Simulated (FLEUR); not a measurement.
Runs of FLEUR MaX-R8.1 (later development tree) on Co. Symmetry: P-3m1, No. 164, trigonal system. Conventional cell: a = 2.487 Å, b = 2.487 Å, c = 4.063 Å, α = 90.00°, β = 90.00°, γ = 120.00°. Co (site symmetry 3m) has 12 Co at 2.42 to 2.55 Å as nearest neighbours.

| level | gmax | muffin-tin radii | max iterations | mixer history | density convergence | kmax | moment (μB) |
| --- | --- | --- | --- | --- | --- | --- | --- |
| r2SCAN | 14.3 1/bohr | Co 2.12 bohr | 80 | 30 | 0.0001 me/bohr^3 | 4.62 1/bohr | 3.59 |
| SCAN | 14.5 1/bohr | Co 2.1 bohr | 80 | 30 | 0.0001 me/bohr^3 | 4.67 1/bohr | 3.59 |
| PBEsol | 14.5 1/bohr | Co 2.1 bohr | 60 | 15 | 1e-05 me/bohr^3 | 4.67 1/bohr | (a) |
| r2SCAN | 14.5 1/bohr | Co 2.1 bohr | 80 | 30 | 0.0001 me/bohr^3 | 4.67 1/bohr | 3.59 |
| LDA | 14.5 1/bohr | Co 2.1 bohr | 60 | 15 | 1e-05 me/bohr^3 | 4.67 1/bohr | 3.17 |

Alike in all rows: task band structure; potentials or basis all-electron, FLAPW; spin collinear, ferromagnetic start; cell as given; k mesh 12 × 12 × 7; smearing fermi-dirac 0.05 eV.

Q: Fill in the values left out.

A: (a) 3.26.

Caveats: the meta-GGA is that of a development version, with a GGA for the radial functions and cores and without core tails (some runs).

Not every run made on this cell is shown here.
